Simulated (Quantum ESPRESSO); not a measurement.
Crystal: Rh.

```
Rh
1.0
     0.00000    1.89785    1.89785
     1.89785    0.00000    1.89785
     1.89785    1.89785    0.00000
Rh
1
Direct
  0.00000 0.00000 0.00000
```

Base run:

```yaml
Program: Quantum ESPRESSO 7.5
Functional: PBE
Potentials_or_basis: SSSP 1.3 efficiency PBE
Cutoff: 816 eV
Density_cutoff: 3265 eV
k_mesh: 12 × 12 × 12
Occupations: fermi-dirac, width 0.05 eV
Spin: no spin polarisation
```

Its results: band gap on the k mesh none (metal or under the smearing width); pressure 6.8 GPa.

**Question.** The run is repeated on the same cell with these changes: functional from PBE to LDA; potentials or basis from SSSP 1.3 efficiency PBE to PseudoDojo 0.4.1 SR LDA standard; cutoff from 816 eV to 1197 eV; density cutoff from 3265 eV to 4789 eV. What comes out?

**Answer.** Band gap on the k mesh none (metal or under the smearing width); pressure -9.5 GPa.

Not every run made on this cell is shown here.
